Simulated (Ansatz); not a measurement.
# Sr: a listed cell, distorted in several ways

How do energy, forces, pressure and gap of Sr change under swapped elements, distortions that keep the symmetry? Each case is one self-consistent run.

Program: Ansatz 0.2.0. Level of theory: DFT PBEsol, scalar-relativistic, plane waves, PAW. These are calculated values, not measurements.

1 further run of the same task is left out (it didn't finish).

### Step 1. The system as given

Symmetry: P6/mmm, No. 191, hexagonal system. Conventional cell: a = 10.988 Å, b = 10.988 Å, c = 4.421 Å, α = 90.00°, β = 90.00°, γ = 120.00°. Sr (site symmetry 6/mmm) is surrounded by 2 Sr at 4.42 Å.

Structure file:

```
Sr
1.0
    10.98763    0.00000    0.00000
    -5.49381    9.51557    0.00000
     0.00000    0.00000    4.42111
Sr
1
Direct
  0.00000 0.00000 0.00000
```

The structure comes from the Materials Project (structure only).

### Step 2. One element swapped, cell strained: Sr → Be, first probe

Against the listed cell: Be takes all sites of Sr, and lengths are scaled by 0.695 as a first guess of the size; strain xx, yy, zz, yz, xz, xy = +1.4, +1.4, +1.4, +0.0, +0.0, +0.0 %.

The input, input.yaml:

```yaml
crystal:
  lattice:
    - [7.7477504541, 0.0, 0.0]
    - [-3.873875227, 6.7097487154, 0.0]
    - [0.0, 0.0, 3.1174759174]
  atoms:
    - { symbol: Be, position: [0.0, 0.0, 0.0] }
basis:
  ecutwfc: 420
kpoints:
  mp_grid: { grid: [3, 3, 6] }
hamiltonian:
  xc: pbesol
scf:
  occupations: { method: gaussian, width: 0.1 }
output:
  forces: true
  stress: true
  eigenvalues: true
```

Command:

```console
$ ansatz run input.yaml --threads 1 --pin off --max-ram 1331MiB --backend cpu --events-out ev --progress --plain --runs-dir out
```

### Step 3. Substitution of an element, cell strained: Sr → Be

Changes to input.yaml since step 2:

```diff
@@ -10,3 +10,3 @@
 kpoints:
-  mp_grid: { grid: [3, 3, 6] }
+  mp_grid: { grid: [6, 6, 14] }
 hamiltonian:
@@ -19 +19,2 @@
   eigenvalues: true
+  populations: true
```

### Step 4. A distortion that keeps the symmetry

The input, input.yaml:

```yaml
crystal:
  lattice:
    - [10.3429857157, 0.0, 0.0]
    - [-5.1714928579, 8.9572883807, 0.0]
    - [0.0, 0.0, 4.5596253461]
  atoms:
    - { symbol: Sr, position: [0.0, 0.0, 0.0] }
basis:
  ecutwfc: 420
kpoints:
  mp_grid: { grid: [6, 6, 8] }
hamiltonian:
  xc: pbesol
scf:
  occupations: { method: gaussian, width: 0.05 }
output:
  forces: true
  stress: true
  eigenvalues: true
```

Q: Predict the outcome of this session. Wanted: for each run, case; energy; pressure; largest force.

**Answer**, as computed:

| step | case | energy (meV/atom) | pressure (GPa) | largest force (eV/Å) | gap on the mesh (eV) |
| --- | --- | --- | --- | --- | --- |
| 3 | substitution of an element, cell strained: Sr → Be | n/a | -0.8 | 0.00 | 0.04 |
| 4 | a distortion that keeps the symmetry | +0.0 | 0.0 | 0.00 | 0.36 |

Energies are counted from step 4, with the smearing taken to zero. Other atoms or functionals have another zero of energy (n/a). 

**Reading.** 

These are semilocal Kohn-Sham gaps, which aren't the measured quantity. Such gaps usually fall short of the measured ones.
